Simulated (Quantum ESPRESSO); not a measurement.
AlN in Quantum ESPRESSO: convergence with smearing width

Input of the first run (smearing width 0.5 eV); the others differ in this setting and in those tied to it:

pw.in

```
&CONTROL
  calculation = 'scf'
  prefix = 'pwscf'
  outdir = './tmp'
  pseudo_dir = './pseudo'
  tprnfor = .true.
  tstress = .true.
  disk_io = 'nowf'
/
&SYSTEM
  ibrav = 0
  nat = 4
  ntyp = 2
  ecutwfc = 84
  nbnd = 14
  occupations = 'smearing'
  smearing = 'mv'
  degauss = 0.03674932
/
&ELECTRONS
  conv_thr = 8d-10
  electron_maxstep = 120
  mixing_beta = 0.5
/
ATOMIC_SPECIES
Al    26.9815 Al.upf
N     14.0070 N.upf
CELL_PARAMETERS angstrom
   3.1130000000    0.0000000000    0.0000000000
  -1.5565000000    2.6959370820    0.0000000000
   0.0000000000    0.0000000000    4.9810000000
ATOMIC_POSITIONS crystal
Al     0.6666666667    0.3333333333    0.5000000000
Al     0.3333333333    0.6666666667    0.0000000000
N      0.6666666667    0.3333333333    0.8800000000
N      0.3333333333    0.6666666667    0.3800000000
K_POINTS automatic
10 10 6 0 0 0
```

Potentials or basis: PseudoDojo 0.4 SR PBEsol stringent.

Command:

```sh
$ OMP_NUM_THREADS=1 pw.x -in pw.in > pw.out
```

Hardware: 1 thread of Arm Neoverse V1, on a shared host.

```csv
smearing width,"energy less the tightest run, at zero smearing (meV/atom)",SCF cycles,CPU time (s),peak memory (GiB)
0.5 eV,0.00,10,49,0.1
0.3 eV,0.00,10,49,0.1
0.2 eV,0.00,10,49,0.1
0.136 eV,0.00,10,49,0.1
0.1 eV,0.00,10,49,0.1
0.05 eV,0.00,10,49,0.1
0.025 eV,0.00,10,49,0.1
0.01 eV,0.00,10,49,0.1
```

Against the tightest run, the energy stays within 1 meV/atom from 0.5 eV on. The tightest run that finished is the yardstick and may itself not be fully converged.

Caveat, for the tightest run too: this smearing can shift energies of a crystal with a gap.
